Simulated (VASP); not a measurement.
# C in VASP: further runs

One slab, C, is run at these levels: PBE+D3(BJ); tasks: phonons, band structure.

All numbers are computed with VASP 6.6.1; they aren't measurements. Logs are shortened: lines on timing, memory, paths and dates and some standing lists are left out, and cuts for length are marked.

**1. The slab as given**

The cell holds a slab with vacuum, 4 atoms: a = 2.466 Å, b = 2.466 Å, c = 21.902 Å, α = 90.00°, β = 90.00°, γ = 120.00°.

The slab is cut from a database's or a generator's crystal, which needn't be the stable form of the element.

**2. Phonons, PBE+D3(BJ)**

Input file POSCAR:

```
C
1.0
    2.4657358221      0.0000000000      0.0000000000
   -1.2328679110      2.1353898612      0.0000000000
    0.0000000000      0.0000000000     21.9015365000
  C
     4
Direct
     0.0000000000000000    0.0000000000000000    0.4224813296079176
     0.6666666699999979    0.3333333400000029    0.4224562682363406
     0.0000000000000000    0.0000000000000000    0.5775186703920896
     0.3333333300000021    0.6666666599999971    0.5775437317636593
```

Input file INCAR.step1:

```
PREC = Accurate ; ENCUT = 600
EDIFF = 1E-8 ; ISMEAR = 0
SIGMA = 0.1 ; LREAL = False
LASPH = True ; NELM = 80
ALGO = Fast ; ISIF = 2
LWAVE = False ; LCHARG = False
GGA = PE ; IVDW = 12
LATTICE_CONSTRAINTS = .TRUE. .TRUE. .FALSE. ; KPAR = 4
IBRION = 2 ; NSW = 40
EDIFFG = -0.002
```

Input file INCAR.step2:

```
PREC = Accurate ; ENCUT = 600
EDIFF = 1E-8 ; ISMEAR = 0
SIGMA = 0.1 ; LREAL = False
LASPH = True ; NELM = 80
ALGO = Fast ; ISIF = 2
LWAVE = False ; LCHARG = False
GGA = PE ; IVDW = 12
LATTICE_CONSTRAINTS = .TRUE. .TRUE. .FALSE. ; KPAR = 4
IBRION = 6 ; NFREE = 2
POTIM = 0.015 ; NSW = 1
```

Input file KPOINTS:

```
regular mesh
0
Gamma
  48 48 1
```

Potentials or basis: VASP PAW PBE potentials, release 64 (C).

Run with:

```sh
$ cat potpaw_PBE.64/C/POTCAR > POTCAR
$ cp INCAR.step1 INCAR
$ mpirun -np 4 vasp_std > vasp.out
$ cp CONTCAR POSCAR
$ cp INCAR.step2 INCAR
$ mpirun -np 4 vasp_std > vasp.out
```

OUTCAR:

```text
PREC = Accurate
   ENCUT = 600
   EDIFF = 1E-8
   ISMEAR = 0
   LREAL = False
   LASPH = True
   NELM = 80
   ISIF = 2
   GGA = PE
   IVDW = 12
   IBRION = 6
   NFREE = 2
   POTIM = 0.015
   NSW = 1
 IVDW          = 12

 ion  position               nearest neighbor table
   1  0.000  0.000  0.422-   2 1.42   2 1.42   2 1.42
   2  0.667  0.333  0.422-   1 1.42   1 1.42   1 1.42
   3  0.000  0.000  0.578-   4 1.42   4 1.42   4 1.42
   4  0.333  0.667  0.578-   3 1.42   3 1.42   3 1.42

  LATTYP: Found a hexagonal cell.
 ALAT       =     2.4657358221
 C/A-ratio  =     8.8823532123

  Lattice vectors:

 A1 = (   2.4657358221,   0.0000000000,   0.0000000000)
 A2 = (  -1.2328679110,   2.1353898612,   0.0000000000)
 A3 = (   0.0000000000,   0.0000000000,  21.9015365000)

Analysis of symmetry for initial positions (statically):
=====================================================================
 Subroutine PRICEL returns:
 Original cell was already a primitive cell.

 Routine SETGRP: Setting up the symmetry group for a
 hexagonal supercell.

 Subroutine GETGRP returns: Found 12 space group operations
 (whereof 12 operations were pure point group operations)
 out of a pool of 24 trial point group operations.

The static configuration has the point symmetry D_3d.

Analysis of symmetry for dynamics (positions and initial velocities):
=====================================================================
 Subroutine PRICEL returns:
 Original cell was already a primitive cell.

 Routine SETGRP: Setting up the symmetry group for a
 hexagonal supercell.

 Subroutine GETGRP returns: Found 12 space group operations
 (whereof 12 operations were pure point group operations)
 out of a pool of 24 trial point group operations.

The dynamic configuration has the point symmetry D_3d.

 Subroutine INISYM returns: Found 12 space group operations
 (whereof 12 operations are pure point group operations),
 and found     1 'primitive' translations

----------------------------------------------------------------------------------------

                                     Primitive cell

  volume of cell :     115.3183

  direct lattice vectors                    reciprocal lattice vectors
     2.465735822  0.000000000  0.000000000     0.405558451  0.234149281  0.000000000
    -1.232867911  2.135389861  0.000000000     0.000000000  0.468298561  0.000000000
     0.000000000  0.000000000 21.901536500     0.000000000  0.000000000  0.045658897

  length of vectors
     2.465735822  2.465735822 21.901536500     0.468298561  0.468298561  0.045658897

  position of ions in fractional coordinates (direct lattice)
     0.000000000  0.000000000  0.422315629
     0.666666670  0.333333340  0.422300424
     0.000000000  0.000000000  0.577684371
     0.333333330  0.666666660  0.577699576

  ion indices of the primitive-cell ions
   primitive index   ion index
                 1           1
                 2           2
                 3           3
                 4           4

----------------------------------------------------------------------------------------

 KPOINTS: regular mesh

Automatic generation of k-mesh.
 Grid dimensions read from file:
 generate k-points for:   48   48    1

 Generating k-lattice:

  Cartesian coordinates                     Fractional coordinates (reciprocal lattice)
     0.008449134  0.004878110  0.000000000     0.020833333 -0.000000000  0.000000000
     0.000000000  0.009756220  0.000000000     0.000000000  0.020833333  0.000000000
     0.000000000  0.000000000  0.045658897     0.000000000  0.000000000  1.000000000

  Length of vectors
     0.009756220  0.009756220  0.045658897

  Shift w.r.t. Gamma in fractional coordinates (k-lattice)
     0.000000000  0.000000000  0.000000000

 Subroutine IBZKPT returns following result:
 ===========================================

 Found    217 irreducible k-points:

 Following reciprocal coordinates:
            Coordinates               Weight
  0.000000  0.000000  0.000000      1.000000
  0.020833 -0.000000  0.000000      6.000000
  0.041667  0.000000  0.000000      6.000000
  0.062500  0.000000  0.000000      6.000000
  0.083333  0.000000  0.000000      6.000000
  0.104167 -0.000000  0.000000      6.000000
[... 16 lines left out ...]
  0.458333  0.000000  0.000000      6.000000
  0.479167  0.000000  0.000000      6.000000
 [... further k-points ...]
   k-points           NKPTS =    217   k-points in BZ     NKDIM =    217   number of bands    NBANDS=     12
   number of dos      NEDOS =    301   number of ions     NIONS =      4
   total plane-waves  NPLWV =  72000
   dimension x,y,z NGX =    20 NGY =   20 NGZ =  180
   dimension x,y,z NGXF=    40 NGYF=   40 NGZF=  360
   ions per type =               4
   NGX,Y,Z   is equivalent  to a cutoff of  13.48, 13.48, 13.66 a.u.
   NGXF,Y,Z  is equivalent  to a cutoff of  26.97, 26.97, 27.33 a.u.
 SYSTEM =  unknown system
   PREC   = accura    normal or accurate (medium, high low for compatibility)
   ISTART =      0    job   : 0-new  1-cont  2-samecut
   ICHARG =      2    charge: 1-file 2-atom 10-const
   ISPIN  =      1    spin polarized calculation?
   LNONCOLLINEAR =      F non collinear calculations
   LSORBIT =      F    spin-orbit coupling
   LASPH  =      T    aspherical Exc in radial PAW
   ENCUT  =  600.0 eV  44.10 Ry    6.64 a.u.   4.92  4.92 43.74*2*pi/ulx,y,z
   NELM   =     80;   NELMIN=  2; NELMDL=  0     # of ELM steps
   EDIFF  = 0.1E-07   stopping-criterion for ELM
   LREAL  =      F    real-space projection
   EDIFFG = 0.1E-06   stopping-criterion for IOM
   NSW    =     85    number of steps for IOM
   IBRION =      6    ionic relax: 0-MD 1-quasi-New 2-CG
   NFREE  =      2    steps in history (QN), initial steepest desc. (CG)
   ISIF   =      2    stress and relaxation
   ISYM   =      2    0-nonsym 1-usesym 2-fastsym
   POTIM  = 0.0150    time-step for ionic-motion
   TEBEG  =    0.0;   TEEND  =   0.0 temperature during run
   PSTRESS=    0.0 pullay stress
   NELECT =      16.0000    total number of electrons
   NUPDOWN=      -1.0000    fix difference up-down
   EMIN   =  10.00;   EMAX   =-10.00  energy-range for DOS
   EFERMI =   0.00;   METHOD = LEGACY
   ISMEAR =     0;   SIGMA  =   0.10  broadening in eV -4-tet -1-fermi 0-gaus
   EFERMI_NEDOS =   21; number of points for ismear=-14 and -15
   IALGO  =     68    algorithm
   IMIX   =      4    mixing-type and parameters
     AMIX     =   0.40;   BMIX     =  1.00
     AMIX_MAG =   1.60;   BMIX_MAG =  1.00
  volume/ion in A,a.u.               =      28.83       194.55
  Fermi-wavevector in a.u.,A,eV,Ry     =   0.847518  1.601576  9.772875  0.718286
  Thomas-Fermi vector in A             =   1.963036
   LORBIT       =      0    0 simple, 1 ext, 2 COOP (PROOUT), +10 PAW based schemes
   GGA     = PE    functional components
   LHFCALC =     F    Hartree Fock is set to
   AEXX    =    0.0000 exact exchange contribution
   IVDW    =    12    specifies the selected vdW correction
   LEPSILON=     F    determine dielectric tensor
   LRPA    =     F    only Hartree local field effects (RPA)
 finite differences with symmetry
 non-spin polarized calculation
 RMM-DIIS sequential band-by-band and
 Gauss-broadening in eV      SIGMA  =   0.10
  energy-cutoff  :      600.00
  volume of cell :      115.32
 maximum number of plane-waves:      3923
 NGX is ok and might be reduce to    20
   NGX =  9   NGY =  9   NGZ = 87

--------------------------------------- Ionic step        1  -------------------------------------------

 number of electron      16.0000001 magnetization

 Free energy of the ion-electron system (eV)
  ---------------------------------------------------
  ext. energy  EPLUGINS =         0.00000000
  ---------------------------------------------------
  free energy    TOTEN  =       -36.89015663 eV

  energy without entropy =      -36.89005092  energy(sigma->0) =      -36.89010377

------------------------ aborting loop because EDIFF is reached ----------------------------------------

 Edisp (eV)   -0.47435

 E8    (eV) :    -0.1418
[... 327 lines left out ...]
--------------------------------------- Ionic step        9  -------------------------------------------

 number of electron      16.0000001 magnetization

 Free energy of the ion-electron system (eV)
  ---------------------------------------------------
  ext. energy  EPLUGINS =         0.00000000
  ---------------------------------------------------
  free energy    TOTEN  =       -36.88901149 eV

  energy without entropy =      -36.88890576  energy(sigma->0) =      -36.88895863

 E-fermi :  -1.5279     XC(G=0):  -3.5616

 val. band max:       -1.5305659272   @ k =   0.3333   0.3333   0.0000
 cond. band min:      -1.5274936382   @ k =   0.3333   0.3333   0.0000
 fundamental gap:      0.0030722890
 Fermi energy:        -1.5279391022

 k-point     1 :       0.0000    0.0000    0.0000
  band No.  band energies     occupation
      1     -21.1063      2.00000
      2     -20.9739      2.00000
      3      -9.5752      2.00000
      4      -8.6789      2.00000
      5      -4.5616      2.00000
      6      -4.5616      2.00000
      7      -4.5522      2.00000
      8      -4.5522      2.00000
      9       1.8943      0.00000
     10       2.2744      0.00000
     11       2.9570      0.00000
     12       3.8627      0.00000
[... 331 lines left out ...]
 k-point    24 :       0.4792    0.0000    0.0000
  band No.  band energies     occupation
      1     -16.0000      2.00000
      2     -15.9274      2.00000
      3     -14.6044      2.00000
      4     -14.5434      2.00000
      5      -7.9368      2.00000
      6      -7.9127      2.00000
      7      -4.1528      2.00000
      8      -3.7749      2.00000
      9       0.0903      0.00000
     10       0.4294      0.00000
     11       5.7707      0.00000
     12       5.9454      0.00000

 [... further k-points ...]

------------------------ aborting loop because EDIFF is reached ----------------------------------------

 Edisp (eV)   -0.47362

 E8    (eV) :    -0.1415
[... 27 lines left out ...]
  FREE ENERGIE OF THE ION-ELECTRON SYSTEM (eV)
  ---------------------------------------------------
  free  energy   TOTEN  =       -37.3626354146 eV

  energy  without entropy=      -37.3625296890  energy(sigma->0) =      -37.36258255

 INTERNAL STRAIN TENSORS FROM DISPLACED ATOMS
 ============================================

 INTERNAL STRAIN TENSOR FOR ION    1 for displacements in x,y,z  (eV/Angst):
          X           Y           Z          XY          YZ          ZX
  --------------------------------------------------------------------------------
  x     0.00000    -0.00000     0.00000    11.49794     0.00000     0.04685
  y    11.49794   -11.49794    -0.00000    -0.00000     0.04685     0.00000
  z    -0.02649    -0.02649     0.42794    -0.00000     0.00000     0.00000

 INTERNAL STRAIN TENSOR FOR ION    4 for displacements in x,y,z  (eV/Angst):
          X           Y           Z          XY          YZ          ZX
  --------------------------------------------------------------------------------
  x     0.00000    -0.00000     0.00000    11.53804    -0.00000    -0.06205
  y    11.53804   -11.53804     0.00000    -0.00000    -0.06205    -0.00000
  z     0.07328     0.07328    -0.58324     0.00000    -0.00000    -0.00000

 Eigenvectors and eigenvalues of the dynamical matrix
 ----------------------------------------------------

   1 f  =   46.930829 THz   294.875092 2PiTHz 1565.443936 cm-1   194.090224 meV
             X         Y         Z           dx          dy          dz
      0.000000  0.000000  9.249361    -0.051241   -0.497382    0.000000
      1.232868  0.711797  9.249028     0.051238    0.497353   -0.000000
      0.000000  0.000000 12.652175    -0.051241   -0.497382   -0.000000
      0.000000  1.423593 12.652508     0.051238    0.497353    0.000000
[... 50 lines left out ...]
   9 f  =    0.890474 THz     5.595013 2PiTHz   29.703015 cm-1     3.682703 meV
             X         Y         Z           dx          dy          dz
      0.000000  0.000000  9.249361    -0.497252    0.051774   -0.000000
      1.232868  0.711797  9.249028    -0.497371    0.051787   -0.000000
      0.000000  0.000000 12.652175     0.497252   -0.051774   -0.000000
      0.000000  1.423593 12.652508     0.497371   -0.051787   -0.000000

  10 f/i=    0.000867 THz     0.005446 2PiTHz    0.028913 cm-1     0.003585 meV
             X         Y         Z           dx          dy          dz
      0.000000  0.000000  9.249361     0.000000    0.000000   -0.499983
      1.232868  0.711797  9.249028     0.000000    0.000000   -0.500017
      0.000000  0.000000 12.652175     0.000000    0.000000   -0.499983
      0.000000  1.423593 12.652508     0.000000    0.000000   -0.500017

  11 f/i=    0.001372 THz     0.008618 2PiTHz    0.045751 cm-1     0.005672 meV
             X         Y         Z           dx          dy          dz
      0.000000  0.000000  9.249361     0.255820    0.429583    0.000000
      1.232868  0.711797  9.249028     0.255835    0.429608    0.000000
      0.000000  0.000000 12.652175     0.255820    0.429583    0.000000
      0.000000  1.423593 12.652508     0.255835    0.429608    0.000000

  12 f/i=    0.001372 THz     0.008618 2PiTHz    0.045751 cm-1     0.005672 meV
             X         Y         Z           dx          dy          dz
      0.000000  0.000000  9.249361     0.429583   -0.255820    0.000000
      1.232868  0.711797  9.249028     0.429608   -0.255835    0.000000
      0.000000  0.000000 12.652175     0.429583   -0.255820    0.000000
      0.000000  1.423593 12.652508     0.429608   -0.255835    0.000000

 ELASTIC MODULI CONTR FROM IONIC RELAXATION (kBar)
 Direction    XX          YY          ZZ          XY          YZ          ZX
 --------------------------------------------------------------------------------
 XX         -69.5724     68.6402      4.7194     -0.0000      1.7097      0.0000
 YY          68.6402    -69.5724      4.7194     -0.0000     -1.7097     -0.0000
 ZZ           4.7194      4.7194    -47.8288      0.0000     -0.0000     -0.0000
 XY          -0.0000     -0.0000      0.0000    -69.1063     -0.0000      1.7097
 YZ           1.7097     -1.7097     -0.0000     -0.0000     -4.2276     -0.0000
 ZX           0.0000     -0.0000     -0.0000      1.7097     -0.0000     -4.2276
 --------------------------------------------------------------------------------
```

Run time: 53 min. Hardware: 4 MPI ranks of AMD EPYC 7R13 (Zen 3), shared host; peak memory 2.4 GiB.

Results:

* Highest phonon frequency at Γ: 1565 cm⁻¹
* Dispersion energy per atom: -0.118 eV

Phonon frequencies in cm⁻¹ (negative: imaginary):
| q point | frequencies |
| --- | --- |
| (0.000, 0.000, 0.000) | 0 0 0 30 30 82 869 871 1562 1562 1565 1565 |

**3. Band structure, PBE+D3(BJ)**

Input file INCAR:

```
ALGO     = Normal         # electronic algorithm
DIPOL    = 0.5 0.5 0.500
EDIFF    = 1E-7           # SCF threshold, eV
ENCUT    = 520            # plane-wave cutoff, eV
GGA      = PE             # functional
IDIPOL   = 3            
ISIF     = 2              # what is computed and relaxed
ISMEAR   = 0              # smearing method
IVDW     = 12             # dispersion correction
KPAR     = 2            
LASPH    = True           # aspherical terms in the spheres
LCHARG   = False          # write CHGCAR
LDIPOL   = True         
LREAL    = False          # projectors in reciprocal space
LVACPOTAV= True         
LVHAR    = True         
LWAVE    = False          # write WAVECAR
NBANDS   = 16             # bands
NELM     = 80             # most SCF steps
PREC     = Accurate       # precision mode
SIGMA    = 0.03           # smearing width, eV
```

Input file KPOINTS:

```
k-points
0
Gamma
  15 15 1
```

Input file POSCAR:

```
C                                       
1.0
    2.4657358425     -0.0000000000      0.0000000000
   -1.2328679213      2.1353898790      0.0000000000
    0.0000000000      0.0000000000     21.9015365000
  C             
     4
Direct
     0.0000000000000000    0.0000000000000000    0.4224813276581285
     0.6666666699999979    0.3333333400000029    0.4224562669869809
     0.0000000000000000    0.0000000000000000    0.5775186723418715
     0.3333333300000021    0.6666666599999971    0.5775437330130191
```

Input file KPOINTS_OPT:

```
explicit points
67
Reciprocal
 0.0000000000  0.0000000000  0.0000000000 1
 0.0357142900  0.0000000000  0.0000000000 1
 0.0714285700  0.0000000000  0.0000000000 1
 0.1071428600  0.0000000000  0.0000000000 1
 0.1428571400  0.0000000000  0.0000000000 1
 0.1785714300  0.0000000000  0.0000000000 1
 0.2142857100  0.0000000000  0.0000000000 1
 0.2500000000  0.0000000000  0.0000000000 1
 0.2857142900  0.0000000000  0.0000000000 1
 0.3214285700  0.0000000000  0.0000000000 1
 0.3571428600  0.0000000000  0.0000000000 1
 0.3928571400  0.0000000000  0.0000000000 1
 0.4285714300  0.0000000000  0.0000000000 1
 0.4642857100  0.0000000000  0.0000000000 1
 0.5000000000  0.0000000000  0.0000000000 1
 0.4791666700  0.0416666700  0.0000000000 1
 0.4583333300  0.0833333300  0.0000000000 1
 0.4375000000  0.1250000000  0.0000000000 1
 0.4166666700  0.1666666700  0.0000000000 1
 0.3958333300  0.2083333300  0.0000000000 1
 0.3750000000  0.2500000000  0.0000000000 1
 0.3541666700  0.2916666700  0.0000000000 1
 0.3333333300  0.3333333300  0.0000000000 1
 0.3137254900  0.3137254900  0.0000000000 1
 0.2941176500  0.2941176500  0.0000000000 1
 0.2745098000  0.2745098000  0.0000000000 1
 0.2549019600  0.2549019600  0.0000000000 1
 0.2352941200  0.2352941200  0.0000000000 1
 0.2156862700  0.2156862700  0.0000000000 1
 0.1960784300  0.1960784300  0.0000000000 1
 0.1764705900  0.1764705900  0.0000000000 1
 0.1568627500  0.1568627500  0.0000000000 1
 0.1372549000  0.1372549000  0.0000000000 1
 0.1176470600  0.1176470600  0.0000000000 1
 0.0980392200  0.0980392200  0.0000000000 1
 0.0784313700  0.0784313700  0.0000000000 1
 0.0588235300  0.0588235300  0.0000000000 1
 0.0392156900  0.0392156900  0.0000000000 1
 0.0196078400  0.0196078400  0.0000000000 1
 0.0000000000  0.0000000000  0.0000000000 1
 0.0000000000  0.0000000000  0.0000000000 1
 0.0047121800 -0.0023560900  0.0000000000 1
-0.0047121800  0.0023560900  0.0000000000 1
 0.0137438600 -0.0068719300  0.0000000000 1
-0.0137438600  0.0068719300  0.0000000000 1
 0.0000000000  0.0040808700  0.0000000000 1
-0.0000000000 -0.0040808700  0.0000000000 1
 0.0000000000  0.0119025300  0.0000000000 1
-0.0000000000 -0.0119025300  0.0000000000 1
 0.5000000000  0.0000000000  0.0000000000 1
 0.5047121800 -0.0023560900  0.0000000000 1
 0.4952878200  0.0023560900  0.0000000000 1
 0.5137438600 -0.0068719300  0.0000000000 1
 0.4862561400  0.0068719300  0.0000000000 1
 0.5000000000  0.0040808700  0.0000000000 1
 0.5000000000 -0.0040808700  0.0000000000 1
 0.5000000000  0.0119025300  0.0000000000 1
 0.5000000000 -0.0119025300  0.0000000000 1
 0.3333333300  0.3333333300  0.0000000000 1
 0.3380455100  0.3309772400  0.0000000000 1
 0.3286211500  0.3356894200  0.0000000000 1
 0.3470771900  0.3264614000  0.0000000000 1
 0.3195894700  0.3402052600  0.0000000000 1
 0.3333333300  0.3374142000  0.0000000000 1
 0.3333333300  0.3292524600  0.0000000000 1
 0.3333333300  0.3452358600  0.0000000000 1
 0.3333333300  0.3214308000  0.0000000000 1
```

Potentials or basis: VASP PAW PBE potentials, release 64 (C).

Run with:

```sh
$ cat potpaw_PBE.64/C/POTCAR > POTCAR
$ mpirun -np 2 vasp_std > vasp.out
```

It took 71 s on 2 MPI ranks of Intel Xeon Platinum 8488C (Sapphire Rapids), shared host; peak memory 0.25 GiB.

The run converged. Its results:

| Quantity | Value |
| --- | --- |
| Free energy | -37.3514 eV |
| Band gap along the path | none (metal or under the smearing width) |
| Dispersion energy per atom | -0.119 eV |
| Work function of the upper face | 4.28 eV |
| Work function of the lower face | 4.28 eV |

Levels at points of the mesh, in eV from the Fermi level:
```csv
k point,band 6,band 7,band 8,band 9,band 10,band 11
"(0.00, 0.00, 0.00)",-3.03,-3.02,-3.02,3.43,3.80,4.48
```
